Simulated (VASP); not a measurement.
# Al32H (a cell with a defect) in VASP: further runs

Runs on Al32H (a cell with a defect). Level: PBE. Tasks: single point.

Program: VASP 6.6.1. These are calculated values, not measurements. Logs are shortened: lines on timing, memory, paths and dates and some standing lists are left out, and cuts for length are marked.

## 1. Starting point

The cell holds a defect, 33 atoms: a = 8.100 Å, b = 8.100 Å, c = 8.100 Å, α = 90.00°, β = 90.00°, γ = 90.00°.

The cell was built by a generator and needn't be a form met in nature.

## 2. Single point, PBE

INCAR reads:

```
PREC     = Accurate       # precision mode
ENCUT    = 520            # plane-wave cutoff, eV
EDIFF    = 1E-6           # SCF threshold, eV
ISMEAR   = 0              # smearing method
SIGMA    = 0.05           # smearing width, eV
LREAL    = Auto         
LASPH    = True           # aspherical terms in the spheres
NELM     = 100            # most SCF steps
ALGO     = Fast           # electronic algorithm
ISIF     = 2              # what is computed and relaxed
LWAVE    = False          # write WAVECAR
LCHARG   = True           # write CHGCAR
GGA      = PE             # functional
LELF     = True           # ELF
LVHAR    = True         
NBANDS   = 70             # bands
```

KPOINTS reads:

```
Automatic mesh
0
Gamma
  2 2 2
```

POSCAR reads:

```
Al32H
1.0
    8.1000000000      0.0000000000      0.0000000000
    0.0000000000      8.1000000000      0.0000000000
    0.0000000000      0.0000000000      8.1000000000
Al H
32 1
Direct
    0.4981162963     -0.0031259259      0.0009908642
    0.7499416049      0.2503009877      0.0021930864
    0.7514214815     -0.0012559259      0.2485390123
   -0.0020527160      0.0008261728      0.0020208642
    0.2527286420      0.2486397531      0.0027708642
    0.4977614815      0.4977840741     -0.0007012346
    0.7472492593      0.7535281481      0.0031908642
    0.2509511111     -0.0031224691      0.2481180247
    0.4997016049      0.2499028395      0.2497093827
    0.7439171605      0.4972874074      0.2560107407
    0.4985216049     -0.0012562963      0.5014319753
    0.7502407407      0.2499056790      0.5002598765
    0.7518258025     -0.0031256790      0.7489791358
   -0.0217760494      0.5056082716      0.0217880247
    0.2497317284      0.7498739506     -0.0002334568
   -0.0022171605      0.2502849383      0.2500212346
    0.2492892593      0.4977843210      0.2477900000
    0.4978270370      0.7505406173      0.2478348148
   -0.0010076543     -0.0031218519      0.5018506173
    0.2521600000      0.2502834568      0.4999483951
    0.5060244444      0.4972876543      0.4939562963
    0.7521161728      0.7505388889      0.5021355556
    0.2519967901      0.0008262963      0.7479509877
    0.5000017284      0.2503017284      0.7477772840
    0.7521840741      0.4977846914      0.7506724691
   -0.0032177778      0.7535429630      0.2527091358
    0.0006548148      0.4977843210      0.5021827160
    0.2531598765      0.7535440741      0.4972601235
   -0.0027855556      0.2486395062      0.7471997531
    0.2717158025      0.5056079012      0.7281767901
    0.5026918519      0.7535272840      0.7467782716
    0.0002106173      0.7498748148      0.7502028395
    0.1249990123      0.4345414815      0.8750114815
```

Potentials or basis: VASP PAW PBE potentials, release 64 (Al, H).

On the command line:

```sh
> cat potpaw_PBE.64/Al/POTCAR potpaw_PBE.64/H/POTCAR > POTCAR
> mpirun -np 1 vasp_std > vasp.out
```

OUTCAR:

```text
PREC = Accurate
   ENCUT = 520
   EDIFF = 1E-6
   ISMEAR = 0
   LREAL = Auto
   LASPH = True
   NELM = 100
   ISIF = 2
   GGA = PE

 ion  position               nearest neighbor table
   1  0.498  0.997  0.001-   7 2.82  18 2.82   8 2.83  15 2.84   5 2.85  31 2.85  23 2.86   3 2.87
                             9 2.87   2 2.89  13 2.90  24 2.90
   2  0.750  0.250  0.002-  14 2.78  16 2.84   4 2.85   9 2.85   3 2.85  25 2.86   6 2.86  10 2.87
                            29 2.88  24 2.89   1 2.89  13 2.90
   3  0.751  0.999  0.249-  26 2.81   7 2.81   4 2.82  16 2.85   2 2.85   1 2.87  19 2.87  18 2.87
                            22 2.87   9 2.88  12 2.88  11 2.90
   4  0.998  0.001  0.002-   3 2.82  16 2.85   2 2.85  26 2.85   7 2.85   8 2.86  13 2.86   5 2.88
                            29 2.88  15 2.88  32 2.88  23 2.91
   5  0.253  0.249  0.003-  33 2.10   9 2.83  17 2.83   6 2.83   8 2.85   1 2.85  16 2.88  24 2.88
                             4 2.88  23 2.88  29 2.93  14 3.05  30 3.05
   6  0.498  0.498  0.999-   5 2.83  17 2.85   9 2.85  24 2.86  30 2.86   2 2.86  15 2.86  18 2.87
                            10 2.88  25 2.88   7 2.89  31 2.91
   7  0.747  0.754  0.003-  14 2.75   3 2.81   1 2.82  18 2.83  13 2.85   4 2.85  26 2.86  31 2.87
                             6 2.89  32 2.90  25 2.91  10 2.92
   8  0.251  0.997  0.248-  28 2.82  18 2.82   1 2.83  15 2.84   5 2.85  26 2.85   4 2.86  11 2.87
                             9 2.87  20 2.89  19 2.90  16 2.90
   9  0.500  0.250  0.250-  10 2.82  21 2.82   5 2.83   2 2.85  20 2.85   6 2.85  17 2.85  12 2.87
[... 32 lines left out ...]
                            21 2.88   6 2.88  31 2.89   7 2.91
  26  0.997  0.754  0.253-  14 2.75   3 2.81  19 2.82  22 2.83   8 2.85   4 2.85   7 2.86  28 2.87
                            27 2.89  15 2.90  17 2.91  10 2.92
  27  0.001  0.498  0.502-  29 2.83  25 2.85  12 2.85  20 2.86  30 2.86  16 2.86  32 2.86  22 2.87
                            10 2.88  17 2.88  26 2.89  28 2.91
  28  0.253  0.754  0.497-  30 2.75  11 2.81   8 2.82  18 2.83  19 2.85  23 2.85  31 2.86  26 2.87
                            17 2.89  32 2.90  27 2.91  21 2.92
  29  0.997  0.249  0.747-  33 2.10  12 2.83  27 2.83  25 2.83  19 2.85  13 2.85  20 2.88   2 2.88
                            23 2.88   4 2.88   5 2.93  30 3.05  14 3.05
  30  0.272  0.506  0.728-  33 1.78  21 2.68  28 2.75  31 2.75  20 2.78  24 2.78  27 2.86   6 2.86
                            32 2.96  15 2.96  29 3.05   5 3.05  14 3.36
  31  0.503  0.754  0.747-  30 2.75  11 2.81  13 2.82  22 2.83   1 2.85  23 2.85  28 2.86   7 2.87
                            25 2.89  15 2.90   6 2.91  21 2.92
  32  0.000  0.750  0.750-  19 2.84  13 2.84  22 2.84  15 2.86  27 2.86  25 2.86  23 2.88   4 2.88
                            28 2.90   7 2.90  30 2.96  14 2.96
  33  0.125  0.435  0.875-  30 1.78  14 1.78   5 2.10  29 2.10

  LATTYP: Found a simple cubic cell.
 ALAT       =     8.1000000000

  Lattice vectors:

 A1 = (   8.1000000000,   0.0000000000,   0.0000000000)
 A2 = (   0.0000000000,   8.1000000000,   0.0000000000)
 A3 = (   0.0000000000,   0.0000000000,   8.1000000000)

Analysis of symmetry for initial positions (statically):
=====================================================================
 Subroutine PRICEL returns:
 Original cell was already a primitive cell.

 Routine SETGRP: Setting up the symmetry group for a
 simple cubic supercell.

 Subroutine GETGRP returns: Found  1 space group operations
 (whereof  1 operations were pure point group operations)
 out of a pool of 48 trial point group operations.

The static configuration has the point symmetry C_1 .

Analysis of symmetry for dynamics (positions and initial velocities):
=====================================================================
 Subroutine PRICEL returns:
 Original cell was already a primitive cell.

 Routine SETGRP: Setting up the symmetry group for a
 simple cubic supercell.

 Subroutine GETGRP returns: Found  1 space group operations
 (whereof  1 operations were pure point group operations)
 out of a pool of 48 trial point group operations.

The dynamic configuration has the point symmetry C_1 .

 Subroutine INISYM returns: Found  1 space group operations
 (whereof  1 operations are pure point group operations),
 and found     1 'primitive' translations

----------------------------------------------------------------------------------------

                                     Primitive cell

  volume of cell :     531.4410

  direct lattice vectors                    reciprocal lattice vectors
     8.100000000  0.000000000  0.000000000     0.123456790  0.000000000  0.000000000
     0.000000000  8.100000000  0.000000000     0.000000000  0.123456790  0.000000000
     0.000000000  0.000000000  8.100000000     0.000000000  0.000000000  0.123456790

  length of vectors
     8.100000000  8.100000000  8.100000000     0.123456790  0.123456790  0.123456790

[... 78 lines left out ...]

 Generating k-lattice:

  Cartesian coordinates                     Fractional coordinates (reciprocal lattice)
     0.061728395  0.000000000  0.000000000     0.500000000  0.000000000  0.000000000
     0.000000000  0.061728395  0.000000000     0.000000000  0.500000000  0.000000000
     0.000000000  0.000000000  0.061728395     0.000000000  0.000000000  0.500000000

  Length of vectors
     0.061728395  0.061728395  0.061728395

  Shift w.r.t. Gamma in fractional coordinates (k-lattice)
     0.000000000  0.000000000  0.000000000

 Subroutine IBZKPT returns following result:
 ===========================================

 Found      8 irreducible k-points:

 Following reciprocal coordinates:
            Coordinates               Weight
  0.000000  0.000000  0.000000      1.000000
  0.500000  0.000000  0.000000      1.000000
  0.000000  0.500000  0.000000      1.000000
  0.000000  0.000000  0.500000      1.000000
  0.500000  0.500000  0.000000      1.000000
  0.000000  0.500000  0.500000      1.000000
  0.500000  0.000000  0.500000      1.000000
  0.500000  0.500000  0.500000      1.000000
   k-points           NKPTS =      8   k-points in BZ     NKDIM =      8   number of bands    NBANDS=     70
   number of dos      NEDOS =    301   number of ions     NIONS =     33
   total plane-waves  NPLWV = 216000
   dimension x,y,z NGX =    60 NGY =   60 NGZ =   60
   dimension x,y,z NGXF=   120 NGYF=  120 NGZF=  120
   ions per type =              32   1
   NGX,Y,Z   is equivalent  to a cutoff of  12.31, 12.31, 12.31 a.u.
   NGXF,Y,Z  is equivalent  to a cutoff of  24.63, 24.63, 24.63 a.u.
 SYSTEM =  unknown system
   PREC   = accura    normal or accurate (medium, high low for compatibility)
   ISTART =      0    job   : 0-new  1-cont  2-samecut
   ICHARG =      2    charge: 1-file 2-atom 10-const
   ISPIN  =      1    spin polarized calculation?
   LNONCOLLINEAR =      F non collinear calculations
   LSORBIT =      F    spin-orbit coupling
   LASPH  =      T    aspherical Exc in radial PAW
   ENCUT  =  520.0 eV  38.22 Ry    6.18 a.u.  15.06 15.06 15.06*2*pi/ulx,y,z
   NELM   =    100;   NELMIN=  2; NELMDL= -5     # of ELM steps
   EDIFF  = 0.1E-05   stopping-criterion for ELM
   LREAL  =      T    real-space projection
   EDIFFG = 0.1E-04   stopping-criterion for IOM
   NSW    =      0    number of steps for IOM
   IBRION =     -1    ionic relax: 0-MD 1-quasi-New 2-CG
   NFREE  =      0    steps in history (QN), initial steepest desc. (CG)
   ISIF   =      2    stress and relaxation
   ISYM   =      2    0-nonsym 1-usesym 2-fastsym
   POTIM  = 0.5000    time-step for ionic-motion
   TEBEG  =    0.0;   TEEND  =   0.0 temperature during run
   PSTRESS=    0.0 pullay stress
   NELECT =      97.0000    total number of electrons
   NUPDOWN=      -1.0000    fix difference up-down
   EMIN   =  10.00;   EMAX   =-10.00  energy-range for DOS
   EFERMI =   0.00;   METHOD = LEGACY
   ISMEAR =     0;   SIGMA  =   0.05  broadening in eV -4-tet -1-fermi 0-gaus
   EFERMI_NEDOS =   21; number of points for ismear=-14 and -15
   IALGO  =     68    algorithm
   IMIX   =      4    mixing-type and parameters
     AMIX     =   0.40;   BMIX     =  1.00
     AMIX_MAG =   1.60;   BMIX_MAG =  1.00
  volume/ion in A,a.u.               =      16.10       108.68
  Fermi-wavevector in a.u.,A,eV,Ry     =   0.928639  1.754874 11.733269  0.862371
  Thomas-Fermi vector in A             =   2.054837
   LORBIT       =      0    0 simple, 1 ext, 2 COOP (PROOUT), +10 PAW based schemes
   GGA     = PE    functional components
   LHFCALC =     F    Hartree Fock is set to
   AEXX    =    0.0000 exact exchange contribution
   IVDW    =     0    specifies the selected vdW correction
   LEPSILON=     F    determine dielectric tensor
   LRPA    =     F    only Hartree local field effects (RPA)
 non-spin polarized calculation
 RMM-DIIS sequential band-by-band and
 Gauss-broadening in eV      SIGMA  =   0.05
  energy-cutoff  :      520.00
  volume of cell :      531.44
 maximum number of plane-waves:     14400
   NGX = 31   NGY = 31   NGZ = 31

 number of electron      96.9999998 magnetization

 Free energy of the ion-electron system (eV)
  ---------------------------------------------------
  ext. energy  EPLUGINS =         0.00000000
  ---------------------------------------------------
  free energy    TOTEN  =      -122.34628605 eV

  energy without entropy =     -122.31720035  energy(sigma->0) =     -122.33174320

 E-fermi :   7.5850     XC(G=0): -10.1924

 val. band max:        7.5653604310   @ k =   0.0000   0.5000   0.0000
 cond. band min:       7.6263041549   @ k =   0.0000   0.5000   0.0000
 fundamental gap:      0.0609437238
 Fermi energy:         7.5850370529

 k-point     1 :       0.0000    0.0000    0.0000
  band No.  band energies     occupation
      1      -3.2508      2.00000
      2      -1.4714      2.00000
      3      -1.0105      2.00000
      4      -0.9493      2.00000
      5      -0.9291      2.00000
      6      -0.8856      2.00000
[... 493 lines left out ...]
     59      11.2627      0.00000
     60      11.2808      0.00000
 [bands above 60 left out]

------------------------ aborting loop because EDIFF is reached ----------------------------------------

  FORCE on cell =-STRESS in cart. coord.  units (eV):
  Direction    XX          YY          ZZ          XY          YZ          ZX
  --------------------------------------------------------------------------------------
  -------------------------------------------------------------------------------------
  Total        3.1999389      3.6232063      3.1848276      0.0004638      0.0006349     -1.9782901
  in kB        9.6471094     10.9231675      9.6015524      0.0013983      0.0019141     -5.9641081
  external PRESSURE =      10.0572764 kB  Pullay stress =       0.0000000 kB

 VOLUME and BASIS-vectors are now :
 -----------------------------------------------------------------------------
  energy-cutoff  :      520.00
  volume of cell :      531.44
      direct lattice vectors                 reciprocal lattice vectors
     8.100000000  0.000000000  0.000000000     0.123456790  0.000000000  0.000000000
     0.000000000  8.100000000  0.000000000     0.000000000  0.123456790  0.000000000
     0.000000000  0.000000000  8.100000000     0.000000000  0.000000000  0.123456790

 POSITION                                       TOTAL-FORCE (eV/Angst)
 -----------------------------------------------------------------------------------
      4.03474      8.07468      0.00803        -0.000798     -0.006023      0.002676
      6.07453      2.02744      0.01776         0.017126      0.024248     -0.000206
      6.08651      8.08983      2.01317         0.003385      0.010828     -0.002878
      8.08337      0.00669      0.01637        -0.000964      0.030941      0.001240
      2.04710      2.01398      0.02244         0.014637      0.013242      0.014030
      4.03187      4.03205      8.09432        -0.002013      0.000613      0.001530
[... 25 lines left out ...]
      0.00171      6.07399      6.07664         0.009115      0.006277      0.009369
      1.01249      3.51979      7.08759         0.000048     -0.489510      0.000078
 -----------------------------------------------------------------------------------
    total drift:                               -0.002486     -0.022774     -0.003374

  FREE ENERGIE OF THE ION-ELECTRON SYSTEM (eV)
  ---------------------------------------------------
  free  energy   TOTEN  =      -122.3462860453 eV

  energy  without entropy=     -122.3172003456  energy(sigma->0) =     -122.33174320
```

Wall time 3.1 min (1 thread of Intel Xeon Platinum 8488C (Sapphire Rapids), shared host); peak memory 0.56 GiB.

What came out:

| Property | Result |
| --- | --- |
| Free energy | -122.3463 eV |
| Pressure | 1.0 GPa |
| Largest force | 0.490 eV/Å |
| Band gap on the k mesh | none (metal or under the smearing width) |

Forces on the atoms (eV/Å):
```
Al  -0.001 -0.006  0.003
Al   0.017  0.024  0.000
Al   0.003  0.011 -0.003
Al  -0.001  0.031  0.001
Al   0.015  0.013  0.014
Al  -0.002  0.001  0.002
Al  -0.006  0.028  0.002
Al   0.003 -0.006 -0.001
Al   0.004  0.013  0.004
Al   0.014  0.007 -0.013
Al  -0.003  0.011  0.003
Al  -0.006  0.014 -0.005
Al   0.000 -0.006 -0.003
Al   0.032  0.057 -0.032
Al  -0.011  0.005 -0.011
Al   0.000  0.025 -0.017
Al   0.002  0.001 -0.002
Al  -0.013  0.013 -0.013
Al  -0.003 -0.006  0.001
Al   0.000  0.025  0.017
Al  -0.014  0.007  0.013
Al   0.012  0.012  0.013
Al   0.001  0.031 -0.001
Al  -0.017  0.024  0.001
Al   0.003  0.001 -0.001
Al  -0.002  0.028  0.006
Al  -0.001  0.000  0.003
Al   0.003  0.028 -0.006
Al  -0.014  0.013 -0.014
Al  -0.031  0.057  0.032
Al   0.006  0.028 -0.002
Al   0.009  0.006  0.009
H    0.000 -0.490  0.000
```

Caveat: the k mesh is coarse (spacing up to 0.39 Å⁻¹), so the values aren't converged.

## 3. Single point, PBE

INCAR reads:

```
  ALGO = Fast
  EDIFF = 1E-7
  ENCUT = 520
  GGA = PE
  ISIF = 2
  ISMEAR = 0
  LASPH = True
  LCHARG = False
  LREAL = Auto
  LWAVE = False
  NBANDS = 70
  NELM = 60
  PREC = Accurate
  SIGMA = 0.05
```

KPOINTS reads:

```
k-points
0
Gamma
  2 2 2
```

POSCAR reads:

```
Al32H
1.0
    8.1000000000      0.0000000000      0.0000000000
    0.0000000000      8.1000000000      0.0000000000
    0.0000000000      0.0000000000      8.1000000000
Al H
32 1
Direct
    0.5009306173     -0.0038558025      0.0026690123
    0.7520827160      0.2525656790      0.0009153086
    0.7521181481      0.0000492593      0.2477455556
   -0.0005202469      0.0013551852      0.0005614815
    0.2603349383      0.2431843210      0.0107687654
    0.4977332099      0.4970488889      0.0008988889
    0.7488890123      0.7534925926      0.0026690123
    0.2524359259     -0.0039771605      0.2508507407
    0.5018446914      0.2517625926      0.2517218519
    0.7479683951      0.4978391358      0.2517343210
    0.4977165432      0.0000492593      0.5022008642
    0.7479890123      0.2517639506      0.4982258025
    0.7489027160     -0.0038503704      0.7472754321
   -0.0105350617      0.5064270370      0.0107803704
    0.2503362963      0.7482607407      0.0005430864
   -0.0010166667      0.2525100000      0.2477972840
    0.2508319753      0.4971083951      0.2477920988
    0.4977144444      0.7495924691      0.2477416049
   -0.0026095062     -0.0039691358      0.4990991358
    0.2508462963      0.2525079012      0.5021396296
    0.5018582716      0.4978396296      0.4982038272
    0.7521146914      0.7495969136      0.5021977778
    0.2503522222      0.0013558025      0.7493855556
    0.4977340741      0.2525709877      0.7490318519
    0.7520824691      0.4970562963      0.7490353086
   -0.0026106173      0.7536108642      0.2508525926
   -0.0010097531      0.4971134568      0.5021397531
    0.2524340741      0.7536149383      0.4990833333
   -0.0104966667      0.2432074074      0.7391914815
    0.2603518519      0.5064325926      0.7391448148
    0.5009371605      0.7534919753      0.7472714815
   -0.0005102469      0.7482608642      0.7493930864
    0.1248992593      0.3747800000      0.8749607407
```

Potentials or basis: VASP PAW PBE potentials, release 64 (Al, H).

On the command line:

```sh
> cat potpaw_PBE.64/Al/POTCAR potpaw_PBE.64/H/POTCAR > POTCAR
> mpirun -np 1 vasp_std > vasp.out
```

Wall time 4.1 min (1 thread of Intel Xeon Platinum 8488C (Sapphire Rapids), shared host); peak memory 0.56 GiB.

Results (log left out):

```yaml
Free_energy: -122.5024 eV
Pressure: 0.9 GPa
Largest_force: 0.015 eV/Å
Band_gap_on_the_k_mesh: none (metal or under the smearing width)
```

Forces on the atoms (eV/Å):
```
Al   0.008 -0.002 -0.010
Al   0.002 -0.001 -0.006
Al  -0.005 -0.001  0.006
Al   0.001  0.007 -0.004
Al   0.002  0.001 -0.004
Al  -0.003  0.001 -0.008
Al  -0.008  0.003 -0.010
Al  -0.007 -0.001  0.012
Al   0.009 -0.001  0.013
Al  -0.008  0.002  0.010
Al   0.004  0.000 -0.006
Al  -0.009 -0.002 -0.012
Al  -0.008 -0.002  0.010
Al  -0.001 -0.001 -0.005
Al   0.000 -0.006 -0.004
Al   0.005 -0.001  0.001
Al  -0.006  0.000  0.001
Al   0.004  0.000  0.005
Al   0.008  0.000 -0.012
Al  -0.005 -0.001 -0.001
Al   0.007  0.002 -0.011
Al  -0.005  0.000 -0.006
Al  -0.001  0.006  0.004
Al  -0.003 -0.002  0.006
Al   0.004  0.001  0.007
Al   0.008  0.001  0.012
Al   0.006  0.000  0.000
Al  -0.006  0.001 -0.012
Al  -0.003  0.001  0.003
Al   0.001 -0.002  0.005
Al   0.008  0.003  0.010
Al   0.000 -0.005  0.005
H    0.000  0.000  0.000
```

Stress tensor (GPa, compression positive):
```
0.76 0.00 0.00
0.00 1.15 0.00
0.00 0.00 0.73
```

Levels at points of the mesh, in eV from the Fermi level:
| k point | band 45 | band 46 | band 47 | band 48 | band 49 | band 50 | band 51 | band 52 |
| --- | --- | --- | --- | --- | --- | --- | --- | --- |
| (0.00, 0.00, 0.00) | -0.34 | 0.49 | 0.49 | 0.50 | 0.56 | 0.56 | 0.56 | 1.05 |
| (0.50, 0.00, 0.00) | -0.41 | -0.05 | -0.04 | -0.04 | 0.08 | 0.08 | 0.09 | 0.10 |
| (0.00, 0.50, 0.00) | -0.40 | -0.06 | -0.05 | -0.01 | -0.01 | 0.08 | 0.11 | 0.13 |
| (0.00, 0.00, 0.50) | -0.41 | -0.05 | -0.04 | -0.03 | 0.08 | 0.08 | 0.09 | 0.09 |
| (0.50, 0.50, 0.00) | -0.10 | -0.09 | -0.06 | -0.04 | 0.78 | 1.08 | 1.10 | 1.15 |
| (0.00, 0.50, 0.50) | -0.09 | -0.09 | -0.06 | -0.04 | 0.78 | 1.08 | 1.10 | 1.16 |
| (0.50, 0.00, 0.50) | -0.11 | -0.08 | -0.05 | -0.05 | 0.68 | 1.12 | 1.13 | 1.13 |
| (0.50, 0.50, 0.50) | -0.40 | -0.38 | -0.38 | -0.38 | -0.38 | -0.38 | -0.37 | -0.36 |

Caveat: the k mesh is coarse (spacing up to 0.39 Å⁻¹), so the values aren't converged.
